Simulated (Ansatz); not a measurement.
**Ga2O3 under strain: Quadrupolar parameters**

The cell is an entry of the Crystallography Open Database (COD), relaxed with PBE at fixed cell and then changed (z stretched by 1 %, ions relaxed).

```
Ga O
1.0
     6.10700   -1.51855    0.00000
     6.10700    1.51855    0.00000
    -1.38599    0.00000    5.68631
Ga O
4 6
Direct
  0.09249 0.09249 0.79777
  0.90751 0.90751 0.20223
  0.65878 0.65878 0.31469
  0.34122 0.34122 0.68531
  0.16847 0.16847 0.11024
  0.83153 0.83153 0.88976
  0.17225 0.17225 0.56077
  0.82775 0.82775 0.43923
  0.49569 0.49569 0.25321
  0.50431 0.50431 0.74679
```

Atoms are numbered from 1 in the order listed; like atoms form one site, named after its first atom.

Level of theory: DFT, PBE, plane waves and PAW, scalar-relativistic, 420 eV cutoff, Γ-centred 10×10×6 k-points, Fermi–Dirac smearing 0.02 eV (Ansatz 0.2.0).

Conventions: |V_zz| ≥ |V_yy| ≥ |V_xx|, η = (V_xx − V_yy)/V_zz, C_Q = eQV_zz/h.

⁶⁹Ga: I = 3/2, Q = 171.0 mb; ¹⁷O: I = 5/2, Q = -25.58 mb. Nuclear quadrupole moments: year-2017 set (Pyykkö).

Question: What field gradients does the calculation give at each kind of site?

Answer: 

```
site  atoms (order as listed)                               first shell  V_xx, V_yy, V_zz (10²¹ V/m²)     η  C_Q (MHz)
 Ga1                     1, 2                        4 O at 1.84–1.87 Å           -0.063, -3.67, 3.73  0.97       15.4
 Ga3                     3, 4                        6 O at 1.94–2.07 Å            -1.16, -1.21, 2.36  0.02       9.76
  O5                     5, 6  3 Ga at 1.84–1.95 Å; also 2 Ga at 3.22 Å             2.17, 6.14, -8.31  0.48       5.14
  O7                     7, 8                       4 Ga at 1.87–2.07 Å            -1.98, -2.19, 4.17  0.05      -2.58
  O9                    9, 10                       3 Ga at 1.84–1.94 Å            5.11, 6.03, -11.14  0.08       6.89
```

At O5 and O9 V_zz stands upright on the plane through its three neighbours (within 2°) in each case. At O7 V_zz points along its shortest bond, to Ga (within 7°).

At this changed cell the PBE pressure is 6 GPa. Where η is near 1 the sign of V_zz means little.
